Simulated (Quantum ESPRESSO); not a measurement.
# Ti2C (R-3m) in Quantum ESPRESSO: convergence with k mesh

Aim: find how far k mesh must go before the results for Ti2C settle, at PBEsol. This setting moves, with any that are tied to it; all else stays.

Everything below comes from runs of Quantum ESPRESSO 7.5. Logs are shortened: lines on timing, memory, paths and dates and some standing lists are left out, and cuts for length are marked.

### Step 1. The structure

It takes space group R-3m (No. 166, trigonal). Conventional cell: a = 3.081 Å, b = 3.081 Å, c = 14.441 Å, α = 90.00°, β = 90.00°, γ = 120.00°. Around Ti (site symmetry 3m) lie 3 C at 2.11 Å. C (site symmetry -3m) has 6 Ti at 2.11 Å as nearest neighbours.

The cell comes from a database or a generator and needn't be the stable form of this composition.

### Step 2. With k mesh 2 × 2 × 2

The input, pw.in:

```
&CONTROL
  calculation = 'scf'
  prefix = 'pwscf'
  outdir = './tmp'
  pseudo_dir = './pseudo'
  tprnfor = .true.
  tstress = .true.
  disk_io = 'nowf'
/
&SYSTEM
  ibrav = 0
  nat = 3
  ntyp = 2
  ecutwfc = 84
  nbnd = 21
  occupations = 'smearing'
  smearing = 'fd'
  degauss = 0.00999582
/
&ELECTRONS
  conv_thr = 6d-10
  electron_maxstep = 120
  mixing_beta = 0.5
/
ATOMIC_SPECIES
Ti    47.8670 Ti.upf
C     12.0110 C.upf
CELL_PARAMETERS angstrom
   1.5406981810    0.8895225095    4.8137698526
  -1.5406981810    0.8895225095    4.8137698526
   0.0000000000   -1.7790450191    4.8137698526
ATOMIC_POSITIONS crystal
Ti     0.7545021700    0.7545021700    0.7545021700
Ti     0.2454978300    0.2454978300    0.2454978300
C      0.5000000000    0.5000000000    0.5000000000
K_POINTS automatic
2 2 2 0 0 0
```

Potentials or basis: PseudoDojo 0.4.1 SR PBEsol standard.

On the command line:

```bash
> OMP_NUM_THREADS=1 pw.x -in pw.in > pw.out
```

It took 18 s on 1 thread of Arm Neoverse V1, shared host; peak memory 0.08 GiB.

What came out:

- Free energy: -3393.2037 eV
- Pressure: -6.8 GPa
- Largest force: 0.032 eV/Å
- Band gap on the k mesh: none (metal or under the smearing width)

### Step 3. With k mesh 3 × 3 × 3

pw.in, as its differences from that of step 2:

```diff
@@ -36,2 +36,2 @@
 K_POINTS automatic
-2 2 2 0 0 0
+3 3 3 0 0 0
```

Potentials or basis: PseudoDojo 0.4.1 SR PBEsol standard.

On the command line:

```bash
> OMP_NUM_THREADS=1 pw.x -in pw.in > pw.out
```

It took 24 s on 1 thread of Arm Neoverse V1, shared host; peak memory 0.08 GiB.

What came out:

- Free energy: -3393.0835 eV
- Pressure: -5.0 GPa
- Largest force: 0.174 eV/Å
- Band gap on the k mesh: none (metal or under the smearing width)

### Step 4. With k mesh 4 × 4 × 4

pw.in, as its differences from that of step 3:

```diff
@@ -36,2 +36,2 @@
 K_POINTS automatic
-3 3 3 0 0 0
+4 4 4 0 0 0
```

On the command line:

```bash
> OMP_NUM_THREADS=1 pw.x -in pw.in > pw.out
```

It took 44 s on 1 thread of Arm Neoverse V1, shared host; peak memory 0.09 GiB.

What came out:

```
Free energy            : -3392.8914 eV
Pressure               : -4.4 GPa
Largest force          : 0.048 eV/Å
Band gap on the k mesh : none (metal or under the smearing width)
```

### Step 5. With k mesh 6 × 6 × 6

pw.in, as its differences from that of step 4:

```diff
@@ -36,2 +36,2 @@
 K_POINTS automatic
-4 4 4 0 0 0
+6 6 6 0 0 0
```

On the command line:

```bash
> OMP_NUM_THREADS=1 pw.x -in pw.in > pw.out
```

Wall time 1.9 min (1 thread of Arm Neoverse V1, shared host); peak memory 0.11 GiB.

What came out:

- Free energy: -3392.8968 eV
- Pressure: -4.1 GPa
- Largest force: 0.169 eV/Å
- Band gap on the k mesh: none (metal or under the smearing width)

### Step 6. With k mesh 8 × 8 × 8

pw.in, as its differences from that of step 5:

```diff
@@ -36,2 +36,2 @@
 K_POINTS automatic
-6 6 6 0 0 0
+8 8 8 0 0 0
```

Potentials or basis: PseudoDojo 0.4.1 SR PBEsol standard.

On the command line:

```bash
> OMP_NUM_THREADS=1 pw.x -in pw.in > pw.out
```

Wall time 4.1 min (1 thread of Arm Neoverse V1, shared host); peak memory 0.15 GiB.

It converged, with:

```
Free energy            : -3392.9034 eV
Pressure               : -4.2 GPa
Largest force          : 0.157 eV/Å
Band gap on the k mesh : none (metal or under the smearing width)
```

### Step 7. With k mesh 9 × 9 × 9

pw.in, as its differences from that of step 6:

```diff
@@ -36,2 +36,2 @@
 K_POINTS automatic
-8 8 8 0 0 0
+9 9 9 0 0 0
```

On the command line:

```bash
> OMP_NUM_THREADS=1 pw.x -in pw.in > pw.out
```

It took 5.1 min on 1 thread of Arm Neoverse V1, shared host; peak memory 0.17 GiB.

Results (log left out):

```
Free energy            : -3392.9016 eV
Pressure               : -4.2 GPa
Largest force          : 0.154 eV/Å
Band gap on the k mesh : none (metal or under the smearing width)
```

### Step 8. With k mesh 10 × 10 × 10

pw.in, as its differences from that of step 7:

```diff
@@ -36,2 +36,2 @@
 K_POINTS automatic
-9 9 9 0 0 0
+10 10 10 0 0 0
```

Potentials or basis: PseudoDojo 0.4.1 SR PBEsol standard.

On the command line:

```bash
> OMP_NUM_THREADS=1 pw.x -in pw.in > pw.out
```

pw.out:

```text
This program is part of the open-source Quantum ESPRESSO suite
     for quantum simulation of materials; please cite
         "P. Giannozzi et al., J. Phys.:Condens. Matter 21 395502 (2009);
         "P. Giannozzi et al., J. Phys.:Condens. Matter 29 465901 (2017);
         "P. Giannozzi et al., J. Chem. Phys. 152 154105 (2020);
     in publications or presentations arising from this work. More details at

     Message from routine setup:
     using ibrav=0 with symmetry is DISCOURAGED, use correct ibrav instead

     G-vector sticks info
     --------------------
     sticks:   dense  smooth     PW     G-vecs:    dense   smooth      PW
     Sum        1441    1441    451                27737    27737    4967

     Using Slab Decomposition

     bravais-lattice index     =            0
     lattice parameter (alat)  =       9.6981  a.u.
     unit-cell volume          =     267.1208 (a.u.)^3
     number of atoms/cell      =            3
     number of atomic types    =            2
     number of electrons       =        28.00
     number of Kohn-Sham states=           21
     kinetic-energy cutoff     =      84.0000  Ry
     charge density cutoff     =     336.0000  Ry
     scf convergence threshold =      6.0E-10
     mixing beta               =       0.5000
     number of iterations used =            8  plain     mixing
     Exchange-correlation= PBESOL
                           (   1   4  10   8   0   0   0)

     celldm(1)=   9.698067  celldm(2)=   0.000000  celldm(3)=   0.000000
     celldm(4)=   0.000000  celldm(5)=   0.000000  celldm(6)=   0.000000

     crystal axes: (cart. coord. in units of alat)
               a(1) = (   0.300214   0.173329   0.937992 )
               a(2) = (  -0.300214   0.173329   0.937992 )
               a(3) = (   0.000000  -0.346658   0.937992 )

     reciprocal axes: (cart. coord. in units 2 pi/alat)
               b(1) = (  1.665477  0.961564  0.355369 )
               b(2) = ( -1.665477  0.961564  0.355369 )
               b(3) = (  0.000000 -1.923128  0.355369 )

     PseudoPot. # 1 for Ti read from file:
     Ti.upf
     Pseudo is Norm-conserving + core correction, Zval = 12.0
     Generated using ONCVPSP code by D. R. Hamann
     Using radial grid of 1586 points,  6 beta functions with:
                l(1) =   0
                l(2) =   0
                l(3) =   1
                l(4) =   1
                l(5) =   2
                l(6) =   2

     PseudoPot. # 2 for C  read from file:
     C.upf
     Pseudo is Norm-conserving + core correction, Zval =  4.0
     Generated using ONCVPSP code by D. R. Hamann
     Using radial grid of 1248 points,  4 beta functions with:
                l(1) =   0
                l(2) =   0
                l(3) =   1
                l(4) =   1

     atomic species   valence    mass     pseudopotential
     Ti               12.00    47.86700     Ti( 1.00)
     C                 4.00    12.01100     C ( 1.00)

     12 Sym. Ops., with inversion, found

   Cartesian axes

     site n.     atom                  positions (alat units)
         1        Ti     tau(   1) = (   0.0000000  -0.0000000   2.1231505  )
         2        Ti     tau(   2) = (  -0.0000000  -0.0000000   0.6908248  )
         3        C      tau(   3) = (   0.0000000  -0.0000000   1.4069877  )

     number of k points=   116  Fermi-Dirac smearing, width (Ry)=  0.0100

     Number of k-points >= 100: set verbosity='high' to print them.

     Dense  grid:    27737 G-vectors     FFT dimensions: (  60,  60,  60)

     Initial potential from superposition of free atoms

     starting charge      27.9970, renormalised to      28.0000
     Starting wfcs are   24 randomized atomic wfcs

     Self-consistent Calculation

     iteration #  1     ecut=    84.00 Ry     beta= 0.50
     Davidson diagonalization with overlap
     ethr =  1.00E-02,  avg # of iterations =  2.2

     total energy              =    -248.86466468 Ry
     estimated scf accuracy    <       1.13577018 Ry

     iteration #  2     ecut=    84.00 Ry     beta= 0.50
     Davidson diagonalization with overlap
     ethr =  4.06E-03,  avg # of iterations =  4.4

     total energy              =    -249.13218317 Ry
     estimated scf accuracy    <       1.40336804 Ry

     iteration #  3     ecut=    84.00 Ry     beta= 0.50
     Davidson diagonalization with overlap
     ethr =  4.06E-03,  avg # of iterations =  3.5

     total energy              =    -249.36676429 Ry
     estimated scf accuracy    <       0.00926091 Ry

     iteration #  4     ecut=    84.00 Ry     beta= 0.50
     Davidson diagonalization with overlap
     ethr =  3.31E-05,  avg # of iterations =  5.8

     total energy              =    -249.37111154 Ry
     estimated scf accuracy    <       0.00671118 Ry

     iteration #  5     ecut=    84.00 Ry     beta= 0.50
     Davidson diagonalization with overlap
     ethr =  2.40E-05,  avg # of iterations =  5.0

     total energy              =    -249.37388945 Ry
     estimated scf accuracy    <       0.01094230 Ry

     iteration #  6     ecut=    84.00 Ry     beta= 0.50
     Davidson diagonalization with overlap
     ethr =  2.40E-05,  avg # of iterations =  1.5

     total energy              =    -249.37255622 Ry
     estimated scf accuracy    <       0.00402682 Ry

     iteration #  7     ecut=    84.00 Ry     beta= 0.50
     Davidson diagonalization with overlap
     ethr =  1.44E-05,  avg # of iterations =  4.8

     total energy              =    -249.37362628 Ry
     estimated scf accuracy    <       0.00020017 Ry

     iteration #  8     ecut=    84.00 Ry     beta= 0.50
     Davidson diagonalization with overlap
     ethr =  7.15E-07,  avg # of iterations =  3.0

     total energy              =    -249.37361414 Ry
     estimated scf accuracy    <       0.00010657 Ry

     iteration #  9     ecut=    84.00 Ry     beta= 0.50
     Davidson diagonalization with overlap
     ethr =  3.81E-07,  avg # of iterations =  4.1

     total energy              =    -249.37362788 Ry
     estimated scf accuracy    <       0.00000336 Ry

     iteration # 10     ecut=    84.00 Ry     beta= 0.50
     Davidson diagonalization with overlap
     ethr =  1.20E-08,  avg # of iterations =  4.9

     total energy              =    -249.37362961 Ry
     estimated scf accuracy    <       0.00000028 Ry

     iteration # 11     ecut=    84.00 Ry     beta= 0.50
     Davidson diagonalization with overlap
     ethr =  1.00E-09,  avg # of iterations =  2.1

     total energy              =    -249.37362955 Ry
     estimated scf accuracy    <       0.00000019 Ry

     iteration # 12     ecut=    84.00 Ry     beta= 0.50
     Davidson diagonalization with overlap
     ethr =  6.89E-10,  avg # of iterations =  3.2

     total energy              =    -249.37362958 Ry
     estimated scf accuracy    <          1.6E-09 Ry

     iteration # 13     ecut=    84.00 Ry     beta= 0.50
     Davidson diagonalization with overlap
     ethr =  5.82E-12,  avg # of iterations =  6.3

     total energy              =    -249.37362958 Ry
     estimated scf accuracy    <          7.0E-09 Ry

     iteration # 14     ecut=    84.00 Ry     beta= 0.50
     Davidson diagonalization with overlap
     ethr =  5.82E-12,  avg # of iterations =  4.3

     total energy              =    -249.37362958 Ry
     estimated scf accuracy    <          9.6E-10 Ry

     iteration # 15     ecut=    84.00 Ry     beta= 0.50
     Davidson diagonalization with overlap
     ethr =  3.41E-12,  avg # of iterations =  3.5

     End of self-consistent calculation

     Number of k-points >= 100: set verbosity='high' to print the bands.

     the Fermi energy is    13.1717 ev

!    total energy              =    -249.37362958 Ry
     estimated scf accuracy    <          1.0E-11 Ry
     smearing contrib. (-TS)   =      -0.00867854 Ry
     internal energy E=F+TS    =    -249.36495104 Ry

     The total energy is F=E-TS. E is the sum of the following terms:
     one-electron contribution =     -83.24130401 Ry
     hartree contribution      =      52.52839006 Ry
     xc contribution           =     -38.82727055 Ry
     ewald contribution        =    -179.82476655 Ry

     convergence has been achieved in  15 iterations

     Forces acting on atoms (cartesian axes, Ry/au):

     atom    1 type  1   force =     0.00000000   -0.00000000    0.00614728
     atom    2 type  1   force =     0.00000000    0.00000000   -0.00614728
     atom    3 type  2   force =     0.00000000    0.00000000    0.00000000

     Total force =     0.008694     Total SCF correction =     0.000010

     Computing stress (Cartesian axis) and pressure

          total   stress  (Ry/bohr**3)                   (kbar)     P=      -41.56
  -0.00030349  -0.00000000  -0.00000000          -44.65       -0.00       -0.00
   0.00000000  -0.00030349  -0.00000000            0.00      -44.65       -0.00
   0.00000000  -0.00000000  -0.00024062            0.00       -0.00      -35.40

=------------------------------------------------------------------------------=
   JOB DONE.
=------------------------------------------------------------------------------=
```

It took 7.1 min on 1 thread of Arm Neoverse V1, shared host; peak memory 0.21 GiB.

What came out:

| Property | Result |
| --- | --- |
| Free energy | -3392.9011 eV |
| Pressure | -4.2 GPa |
| Largest force | 0.158 eV/Å |
| Band gap on the k mesh | none (metal or under the smearing width) |

### Step 9. With k mesh 12 × 12 × 12

pw.in, as its differences from that of step 8:

```diff
@@ -36,2 +36,2 @@
 K_POINTS automatic
-10 10 10 0 0 0
+12 12 12 0 0 0
```

Potentials or basis: PseudoDojo 0.4.1 SR PBEsol standard.

On the command line:

```bash
> OMP_NUM_THREADS=1 pw.x -in pw.in > pw.out
```

Run time: 12 min. Hardware: 1 thread of Arm Neoverse V1, shared host.

The calculation hadn't finished when its time ran out.

### Step 10. With k mesh 14 × 14 × 14

pw.in, as its differences from that of step 9:

```diff
@@ -36,2 +36,2 @@
 K_POINTS automatic
-12 12 12 0 0 0
+14 14 14 0 0 0
```

On the command line:

```bash
> OMP_NUM_THREADS=1 pw.x -in pw.in > pw.out
```

Run time: 12 min. Hardware: 1 thread of Arm Neoverse V1, shared host.

The run was cut off at its time limit.

### Step 11. The series at a glance

| k mesh | energy less the tightest run, at zero smearing (meV/atom) | pressure (GPa) | largest force (eV/Å) | SCF cycles | CPU time (s) | peak memory (GiB) |
| --- | --- | --- | --- | --- | --- | --- |
| 2 × 2 × 2 | -99.93 | -6.80 | 0.032 | 16 | 18 | 0.08 |
| 3 × 3 × 3 | -66.14 | -5.00 | 0.174 | 14 | 24 | 0.08 |
| 4 × 4 × 4 | 2.11 | -4.36 | 0.048 | 13 | 44 | 0.09 |
| 6 × 6 × 6 | 2.30 | -4.10 | 0.169 | 14 | 120 | 0.11 |
| 8 × 8 × 8 | -1.55 | -4.20 | 0.157 | 15 | 250 | 0.15 |
| 9 × 9 × 9 | -0.37 | -4.17 | 0.154 | 14 | 310 | 0.17 |
| 10 × 10 × 10 | 0.00 | -4.16 | 0.158 | 15 | 430 | 0.21 |
| 12 × 12 × 12 | timed out after 700 s | - | - | - | - | - |
| 14 × 14 × 14 | timed out after 700 s | - | - | - | - | - |

Against the tightest run, the energy stays within 1 meV/atom from 9 × 9 × 9 on; the pressure stays within 0.1 GPa from 6 × 6 × 6 on; the largest force stays within 0.005 eV/Å from 8 × 8 × 8 on. Meshes of other sizes hit other points, so gaps and Fermi surfaces needn't settle smoothly. The tightest run that finished is the yardstick and may itself not be fully converged.
